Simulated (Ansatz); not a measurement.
Crystal: Sb.

```
Sb
1.0
     3.12240    0.00000    0.00000
     0.00000    4.34752    0.00000
    -0.03891    0.00000    4.40585
Sb
2
Direct
  0.01139 0.25000 0.24117
  0.98861 0.75000 0.75883
```

This isn't the form of Sb at room conditions, which is rhombohedral.

* Program: Ansatz 0.2.0
* Task: relaxation of cell and atoms
* Functional: PBE
* Dispersion: D4
* Potentials or basis: Ansatz PAW
* Cutoff: 420 eV (not typed: the program's choice for these potentials)
* k mesh: 9 × 6 × 6
* Occupations: fermi-dirac, width 0.05 eV
* Spin: no spin polarisation

At the start: volume 29.90 Å³/atom.

Question: How do energy, volume and symmetry change on relaxing?

Answer: It ends after 9 steps and the volume is 28.61 Å³/atom (-4.3 %); space group Pm-3m (No. 221, to 0.05 Å).

The path:
```
step  energy change (eV)  largest force (eV/Å)  volume (Å³)
   1              0.0000                0.0580        59.81
   2             -0.0150                0.1059        56.03
   3             -0.0220                0.0635        57.36
   4             -0.0235                0.0018        57.25
   5             -0.0237                0.0009        57.24
   6             -0.0238                0.0016        57.22
   7             -0.0238                0.0034        57.21
   8             -0.0238                0.0022        57.21
   9             -0.0232                0.0022        57.21
```

Final structure:
```
Sb
1.0
     3.07141    0.00000    0.01301
     0.00000    4.30224    0.00000
    -0.01993    0.00000    4.32978
Sb
2
Direct
  0.00085 0.25000 0.24994
  0.99915 0.75000 0.75006
```

Caveat: the plane-wave basis is chosen anew once the cell has moved, so the energies of steps on either side of that aren't comparable; pairwise dispersion overbinds metals, which lowers pressure and volume.
